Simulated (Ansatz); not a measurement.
Zinc-blende AlSb was calculated with revPBE (Ansatz, a quantum-chemistry and plane-wave program, plane waves, PAW).

Run with plane-wave cutoff 520 eV, 10×10×10 k mesh, Fermi–Dirac smearing 0.01 eV, scalar-relativistic PAW data made under PBE.

The volume scan:

```csv
V (Å³/atom),E − E_lowest (meV/atom),P (GPa)
28.875,18.06,3.33
29.489,7.71,2.09
30.104,1.85,0.99
30.718,0.00,0.00
31.332,1.75,-0.89
31.947,6.72,-1.69
32.561,14.58,-2.40
```

Problem. Estimate the bulk modulus from the pressures at 30.104 and 31.332 Å³/atom, and compare it with a fit to all energies.

Solution. B = −V dP/dV. Between V = 30.104 and 31.332 Å³/atom, dP/dV = (-0.89 − (0.99))/(31.332 − 30.104) = -1.53 GPa per Å³/atom; at the midpoint 30.718 Å³/atom this gives B ≈ 47.0 GPa. The third-order Birch–Murnaghan fit gives V0 = 30.715 Å³/atom, B0 = 46.9 GPa, B′ = 4.5, which lies within 1 % of that estimate.

Measured, for comparison: bulk modulus 58.2 GPa (temperature not stated, not corrected to a static lattice; as tabulated in Toher et al. (2017), arXiv:1611.05714); equilibrium volume per atom 28.77 Å³/atom (low temperature, thermal expansion removed or low-temperature value; zero-point expansion not removed; as tabulated in Zhang et al. (2018), doi:10.1088/1367-2630/aac7f0). Computed (rounded) less measured: bulk modulus -19 %, equilibrium volume per atom +6.7 %.

Spin–orbit coupling is not included.

Cost on a shared machine: roughly 29 core-seconds.
